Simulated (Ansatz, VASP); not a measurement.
**Ti: VASP beside Ansatz**

```
Ti
1.0
     3.95724    0.00000    0.00000
     0.00000    3.95724    0.00000
     0.00000    0.00000    3.95724
Ti
3
Cartesian
  1.9786 0.0000 0.0000
  0.0000 1.9786 0.0000
  0.0000 0.0000 1.9786
```

Alike in both runs: task single point; functional PBE; k mesh 4 × 4 × 4; occupations gaussian, width 0.1 eV; no spin polarisation.

|  | VASP | Ansatz |
| --- | --- | --- |
| version | VASP 6.6.1 | Ansatz 0.2.0 |
| potentials or method | VASP PAW PBE potentials, release 64 (Ti_sv) | scalar-relativistic, plane waves, PAW |
| plane-wave cutoff (eV) | 520 | 420 |
| valence electrons in the cell | 36 | 36 |

|  | VASP | Ansatz | Ansatz less VASP |
| --- | --- | --- | --- |
| gap on the k mesh at the Fermi level (eV) | none | none | - |
| pressure (GPa) | -2.9 | -2.7 | +0.19 |

A gap of «none» marks a metal or a gap that the smearing closes. The functional is the same, so the differences come from potentials, cutoffs and numerics.

Caveats: the k mesh is coarse (spacing up to 0.40 Å⁻¹), so the values aren't converged.
